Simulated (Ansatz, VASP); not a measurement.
**Sb in VASP and in Ansatz**

File INCAR:

```
SYSTEM = Sb
PREC = Accurate
ENCUT = 520
EDIFF = 1E-6
ISMEAR = -1
SIGMA = 0.05
LREAL = .False.
LASPH = .True.
NELM = 60
ALGO = Normal
ISIF = 2
LWAVE = .False.
LCHARG = .True.
GGA = PE
LELF = .True.
LVHAR = .True.
NBANDS = 8
```

Contents of KPOINTS:

```
regular mesh
0
Gamma
  12 12 12
  0 0 0
```

File POSCAR:

```
Sb
1.0
   -1.6074605858      1.6074605858      2.7651271982
    1.6074605858     -1.6074605858      2.7651271982
    1.6074605858      1.6074605858     -2.7651271982
Sb
1
Direct
    0.0000000000      0.0000000000      0.0000000000
```

File input.yaml:

```yaml
crystal:
  lattice:
    - [-1.6074605858, 1.6074605858, 2.7651271982]
    - [1.6074605858, -1.6074605858, 2.7651271982]
    - [1.6074605858, 1.6074605858, -2.7651271982]
  atoms:
    - { symbol: Sb, position: [0.0, 0.0, 0.0] }
kpoints:
  mp_grid: { grid: [12, 12, 12] }
scf:
  occupations: { method: fermi_dirac, width: 0.05 }
hamiltonian:
  xc: pbe
  pseudopotentials: { kind: all_electron, lapw: { basis_error: 0.0005 } }
output:
  forces: true
  stress: true
  eigenvalues: true
```

Change from the starting cell: volume scaled by 1.06.

Alike in both runs: task single point; functional PBE; k mesh 12 × 12 × 12; occupations fermi-dirac, width 0.05 eV; no spin polarisation.

```csv
,VASP,Ansatz
version,VASP 6.6.1,Ansatz 0.2.0
potentials or method,"VASP PAW PBE potentials, release 64 (Sb)","all-electron LAPW, scalar-relativistic"
plane-wave cutoff (eV),520,see its input
```

Ansatz gave:

- gap on the k mesh at the Fermi level (eV): none
- pressure (GPa): -1.6

Q: Estimate VASP's values.

A: gap on the k mesh at the Fermi level (eV): none; pressure (GPa): -1.8.

A gap of «none» marks a metal or a gap that the smearing closes. Ansatz ran all-electron here, so the differences hold the error of VASP's frozen core and of both bases.

Spin-orbit coupling is left out, which matters for the levels of Sb.
